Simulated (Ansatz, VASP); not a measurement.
**Te: VASP beside Ansatz**

```
CELL_PARAMETERS angstrom
2.99158 0.00000 0.00000
-1.49579 2.59078 0.00000
0.00000 0.00000 4.56609
ATOMIC_POSITIONS crystal
Te 0.33333 0.66667 0.25000
Te 0.66667 0.33333 0.75000
```

Change from the starting cell: volume scaled by 0.6, LAPW.

Alike in both runs: task single point; functional PBEsol; k mesh 14 × 14 × 8; occupations fermi-dirac, width 0.08 eV; no spin polarisation.

|  | VASP | Ansatz |
| --- | --- | --- |
| version | VASP 6.6.1 | Ansatz 0.2.0 |
| potentials or method | VASP PAW PBE potentials, release 64 (Te), cutoff 520 eV | all-electron LAPW, scalar-relativistic |

```tsv
	VASP	Ansatz	Ansatz less VASP
pressure (GPa)	72.8	71.9	-0.82
largest component of the traceless stress (GPa)	0.05	0.22	+0.172
```

Ansatz ran all-electron here, so the differences hold the error of VASP's frozen core and of both bases.

Caveats: the cell as given lies far from equilibrium; so large a pressure means that the cell lies far from this level's equilibrium, or that cutoff or potentials fall short (VASP); the potentials were made for another functional, which shifts forces and pressure (VASP). The runs have no spin-orbit coupling, so splittings on Te are missing.
